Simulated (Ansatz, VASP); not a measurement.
# LiCl: VASP beside Ansatz, part 2 of 2

Aim: how closely do two programs agree when they are given the same cell, functional and k mesh? The cell is taken from a series of VASP runs on this material, whose earlier steps may have relaxed, scaled or displaced it; both programs get it as it stands.

VASP 6.6.1 and Ansatz 0.2.0.

So far. Step 2 (VASP: band structure, LDA): The run ends at a pressure of -0.02 GPa. Step 6 (Ansatz: single point, LDA, volume scaled by 1.02): The run ends at a pressure of -0.71 GPa.

### Step 7. VASP: single point, LDA, volume scaled by 1.02

Level of this step: LDA; plane waves and PAW (Li_sv, Cl) (VASP).

The same cell, functional (in two slightly different forms), mesh and smearing now go to VASP, with its own data sets and cutoff.

Input file INCAR:

```
SYSTEM = LiCl
PREC = Accurate
ENCUT = 650
EDIFF = 1E-06
NELM = 100
ISMEAR = 0
SIGMA = 0.05
LREAL = .FALSE.
ALGO = Normal
GGA = CA
NBANDS = 11
LORBIT = 11
LWAVE = .FALSE.
LCHARG = .FALSE.
KPAR = 2
ISIF = 2
```

Input file POSCAR:

```
LiCl
1.0
    0.0000000000      2.4971447498      2.4971447498
    2.4971447498      0.0000000000      2.4971447498
    2.4971447498      2.4971447498      0.0000000000
Li Cl
1 1
Direct
    0.0000000000      0.0000000000      0.0000000000
    0.5000000000      0.5000000000      0.5000000000
```

Input file KPOINTS:

```
Automatic mesh
0
Gamma
8 8 8
0 0 0
```

Potentials, in the order of the species: Li_sv and Cl (LDA family, release 64).

Run with:

```console
mpirun -np 2 vasp_std
```

Numbers of over 12 decimals in the logs are rounded to 6 here.

Log:

```text
[... set-up lines as in an earlier step ...]
 entering main loop
       N       E                     dE             d eps       ncg     rms          rms(c)
DAV:   1     0.424123387422E+02    0.42412E+02   -0.46262E+03   638   0.985E+02
DAV:   2    -0.560134096362E+01   -0.48014E+02   -0.45962E+02   812   0.155E+02
DAV:   3    -0.811530081585E+01   -0.25140E+01   -0.25064E+01   870   0.380E+01
DAV:   4    -0.816415422310E+01   -0.48853E-01   -0.48811E-01   878   0.537E+00
[...]
DAV:   9    -0.809422782266E+01    0.18768E-04   -0.10014E-04   807   0.733E-02    0.255E-02
DAV:  10    -0.809423539971E+01   -0.75771E-05   -0.71005E-06   779   0.210E-02    0.673E-03
DAV:  11    -0.809423530366E+01    0.96048E-07   -0.88666E-07   507   0.708E-03
   1 F= -.80942353E+01 E0= -.80942353E+01  d E =-.158303E-21
```

From OUTCAR (step 7):

```text
  Total       -0.1544713     -0.1544713     -0.1544713      0.0000000      0.0000000     -0.0000000
  in kB       -7.9468911     -7.9468911     -7.9468911      0.0000000      0.0000000     -0.0000000
  external PRESSURE =      -7.9468911 kB  Pullay stress =       0.0000000 kB

 POSITION                                       TOTAL-FORCE (eV/Angst)
 -----------------------------------------------------------------------------------
      0.00000      0.00000      0.00000        -0.000000      0.000000     -0.000000
      2.49714      2.49714      2.49714         0.000000     -0.000000      0.000000
 -----------------------------------------------------------------------------------
    total drift:                               -0.000000     -0.000000      0.000000

  FREE ENERGIE OF THE ION-ELECTRON SYSTEM (eV)
  ---------------------------------------------------
  free  energy   TOTEN  =        -8.0942353037 eV

  energy  without entropy=       -8.0942353037  energy(sigma->0) =       -8.09423530

[... 3 further parts left out ...]
[key lines of the parts left out:]
E-fermi :   1.4189
```

The scan keeps the cell's shape and the fractional positions fixed.

### Step 8. Differences

The two programs side by side:

```csv
quantity,Ansatz,VASP,difference
pressure (GPa),-0.71,-0.79,+0.09
gap on the k mesh (eV),6.472,6.493,-0.021
```

A gap on the mesh is an upper bound, since the band edges may lie between its points.

### Step 9. Further runs

Further runs change the set-up of one program: Ansatz's method, potentials or start, or VASP's data sets, cutoff or form of LDA. The table gives Ansatz less VASP for each quantity, since a change that brings one quantity closer may part another.

```csv
run,pressure (GPa),gap on the k mesh (eV)
as above,0.087,-0.021
Ansatz's all-electron LAPW method,0.11,-0.020
```

### Step 10. VASP: single point, LDA, volume scaled by 1.06

With cell and atoms fixed, the geometry can't cause a difference; cores, projectors, grids and the points listed under the comparison can. The cell compared in this pair holds 32.36 Å³, against 31.14 Å³ for the pair before.

INCAR is that of step 7.

Input file POSCAR:

```
LiCl
1.0
    0.0000000000      2.5293695266      2.5293695266
    2.5293695266      0.0000000000      2.5293695266
    2.5293695266      2.5293695266      0.0000000000
Li Cl
1 1
Direct
    0.0000000000      0.0000000000      0.0000000000
    0.5000000000      0.5000000000      0.5000000000
```

KPOINTS is that of step 7.

Run with:

```console
mpirun -np 2 vasp_std
```

Log:

```text
[... set-up lines as in an earlier step ...]
 entering main loop
       N       E                     dE             d eps       ncg     rms          rms(c)
DAV:   1     0.434185333608E+02    0.43419E+02   -0.44515E+03   638   0.963E+02
DAV:   2    -0.531603734713E+01   -0.48735E+02   -0.45741E+02   814   0.164E+02
DAV:   3    -0.808575917455E+01   -0.27697E+01   -0.27581E+01   832   0.388E+01
DAV:   4    -0.815621494890E+01   -0.70456E-01   -0.70390E-01   919   0.608E+00
[...]
DAV:   9    -0.808370813788E+01    0.23148E-04   -0.12226E-04   814   0.803E-02    0.290E-02
DAV:  10    -0.808371693433E+01   -0.87964E-05   -0.85049E-06   779   0.222E-02    0.908E-03
DAV:  11    -0.808371676686E+01    0.16747E-06   -0.13238E-06   595   0.817E-03
   1 F= -.80837168E+01 E0= -.80837168E+01  d E =-.239045E-27
```

OUTCAR, selected parts (step 10):

```text
  Total       -0.4286534     -0.4286534     -0.4286534      0.0000000     -0.0000000      0.0000000
  in kB      -21.2202284    -21.2202284    -21.2202284      0.0000000     -0.0000000      0.0000000
  external PRESSURE =     -21.2202284 kB  Pullay stress =       0.0000000 kB

 POSITION                                       TOTAL-FORCE (eV/Angst)
 -----------------------------------------------------------------------------------
      0.00000      0.00000      0.00000         0.000000      0.000000      0.000000
      2.52937      2.52937      2.52937        -0.000000     -0.000000     -0.000000
 -----------------------------------------------------------------------------------
    total drift:                               -0.000000     -0.000000      0.000000

  FREE ENERGIE OF THE ION-ELECTRON SYSTEM (eV)
  ---------------------------------------------------
  free  energy   TOTEN  =        -8.0837167669 eV

  energy  without entropy=       -8.0837167669  energy(sigma->0) =       -8.08371677

[... 1 part as in an earlier step ...]

[... 2 further parts left out ...]
[key lines of the parts left out:]
E-fermi :   1.1503
```

The run ends at a pressure of -2.12 GPa.

### Step 11. Ansatz: single point, LDA, volume scaled by 1.06

The same cell, functional (in two slightly different forms), mesh and smearing now go to Ansatz, which takes its cutoff from its data sets.

The cell is a member of a volume series, scaled by 1.06 from a relaxed one, so a pressure remains.

Input file input.yaml:

```yaml
crystal:
  lattice:
    - [0.0, 2.5293695266, 2.5293695266]
    - [2.5293695266, 0.0, 2.5293695266]
    - [2.5293695266, 2.5293695266, 0.0]
  atoms:
    - { symbol: Li, position: [0.0, 0.0, 0.0] }
    - { symbol: Cl, position: [0.5, 0.5, 0.5] }
hamiltonian:
  xc: lda
  pseudopotentials: { kind: paw }
kpoints:
  mp_grid: { grid: [8, 8, 8] }
scf:
  occupations: { method: gaussian, width: 0.05 }
  n_extra_bands: 4
output:
  forces: true
  stress: true
  eigenvalues: true
```

Run with:

```console
ansatz run input.yaml --threads 2 --pin off --max-ram 4608MiB --backend cpu --events-out ev --progress --plain --runs-dir out
```

Log:

```text
[...]
Crystal: 2 atoms, lattice volume = 32.364 Å³
Basis set: ecut = 420 eV, 609 PW (Γ)
Bands: 9, of which v1, the nominal top of the filled ones, is band 5 counted from 1 (4 counted from 0)
Symmetry: 48 space group operations
[...]
k-points: 29 of 512
[...]
Free energy (F): -1249.464500 eV
[...]
Internal energy: -1249.464500 eV  (E = F + TS)
E sigma→0 (E₀):  -1249.464500 eV
Fermi energy:    4.978859 eV
[...]
--- Stress (GPa, compression-positive) ---
       -2.040449       0.000000       0.000000
       -0.000000      -2.040449      -0.000000
        0.000000      -0.000000      -2.040449
  P = ⅓ Tr σ = -2.0404 GPa (-20.404 kbar)
--- Band table (eV; the first three rows and the last of 29) ---
[...]
[key lines of the parts left out:]
SCF converged after 6 iterations
```

The job ended after 0.79 s (2 threads of Arm Neoverse N1, shared host; peak memory 0.24 GiB; 1.2 s of CPU time).

The run ends at a pressure of -2.04 GPa.

### Step 12. Side by side

Compared:

```csv
quantity,Ansatz,VASP,difference
pressure (GPa),-2.04,-2.12,+0.08
gap on the k mesh (eV),6.233,6.249,-0.016
```

A gap on the mesh is an upper bound, since the band edges may lie between its points.

### Step 13. What the set-up changes

Further runs change the set-up of one program: Ansatz's method, potentials or start, or VASP's data sets, cutoff or form of LDA. The table gives Ansatz less VASP for each quantity, since a change that brings one quantity closer may part another.

```csv
run,pressure (GPa),gap on the k mesh (eV)
as above,0.082,-0.016
Ansatz's all-electron LAPW method,0.097,-0.015
```

### Step 14. Summary of results

| Item | Value |
| --- | --- |
| difference in gap over the path points (band structure, LDA) | -0.025 eV |
| difference in gap on the k mesh (single point, LDA, volume scaled by 1.02) | -0.021 eV |
| difference in gap on the k mesh (single point, LDA, volume scaled by 1.06) | -0.016 eV |

In words: The difference in gap over the path points is -0.025 eV (band structure, LDA), within the 0.08 eV picked in this series as the mark of a large difference. For band structure, LDA, no further run moves any of the tabulated differences by more than a quarter of its size. Single point, LDA, volume scaled by 1.02, Ansatz's all-electron LAPW method: the difference in pressure goes from 0.087 to 0.11 GPa. For single point, LDA, volume scaled by 1.06, no further run moves any of the tabulated differences by more than a quarter of its size. 2 further runs of this series are not shown here. Such differences can come from data sets, numerical settings and the points named under the comparisons, not from the functional's error against experiment.

[Lines on the potential files, build, host, timing and source positions are cut from VASP's logs without a mark.]

[Logs are printed without paths, hosts, clocks, repeated set-up lines and the standing remarks that a program may print on its own settings, such as how far it seeks lower states.]

[Hosts, paths, dates, database ids (printed as entryN), source tags and the programs' standing remarks are cut or masked in the printed files.]
